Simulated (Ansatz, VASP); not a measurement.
**Zn in VASP and in Ansatz**

```
CELL_PARAMETERS angstrom
2.57097 0.00000 0.00000
-1.28549 2.22653 0.00000
0.00000 0.00000 4.73619
ATOMIC_POSITIONS crystal
Zn 0.33333 0.66667 0.25000
Zn 0.66667 0.33333 0.75000
```

Alike in both runs: task single point; functional LDA; k mesh 14 × 14 × 7; occupations fermi-dirac, width 0.1 eV; no spin polarisation.

```csv
,VASP,Ansatz
version,VASP 6.6.1,Ansatz 0.2.0
potentials or method,"VASP PAW LDA potentials, release 64 (Zn)","plane waves (800 eV) with PAW, scalar-relativistic"
plane-wave cutoff (eV),520,800
valence electrons in the cell,24,24
```

|  | VASP | Ansatz | Ansatz less VASP |
| --- | --- | --- | --- |
| pressure (GPa) | 0.8 | 0.0 | -0.74 |
| largest component of the traceless stress (GPa) | 1.39 | 1.15 | -0.242 |

Ansatz warned: «pseudo_functional_mismatch».
